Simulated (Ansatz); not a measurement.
## Moving the functional in C

```yaml
crystal:
  lattice:
    - [0.00000, 1.78337, 1.78337]
    - [1.78337, 0.00000, 1.78337]
    - [1.78337, 1.78337, 0.00000]
  atoms:
    - { symbol: C, position: [0.75000, 0.75000, 0.75000] }
    - { symbol: C, position: [0.50000, 0.50000, 0.50000] }
```

Kept alike: task single point; k mesh 10 × 10 × 10; occupations fermi-dirac, width 0.05 eV; no spin polarisation. Program: Ansatz, PAW datasets made for the crystal. Cutoffs run from 540 to 600 eV. The mesh is that of the run's cell of 2 atoms. No spin-orbit coupling.

| functional | band gap (eV) | pressure (GPa) |
| --- | --- | --- |
| HSE06 | 5.317 | -8.15 |
| PBE | 4.178 | 1.75 |
| PBE0 | 6.065 | -8.29 |

Pressure is positive in compression, with a Pulay correction for the finite cutoff. A gap read on the mesh alone can miss an edge between its points.

Problem. What does the functional change here?

Solution. The band gap runs from 4.178 (PBE) to 6.065 eV (PBE0). From PBE: HSE06 +1.139; PBE0 +1.887. Measured: 5.5 eV (arxiv:1902.02958); nearest HSE06, 0.183 eV off. The runs are for a static lattice. The pressure runs from -8.29 (PBE0) to 1.75 GPa (PBE). From PBE: HSE06 -9.90; PBE0 -10.04. A positive pressure means that the functional's own cell is larger than the one given, a negative one that it is smaller.
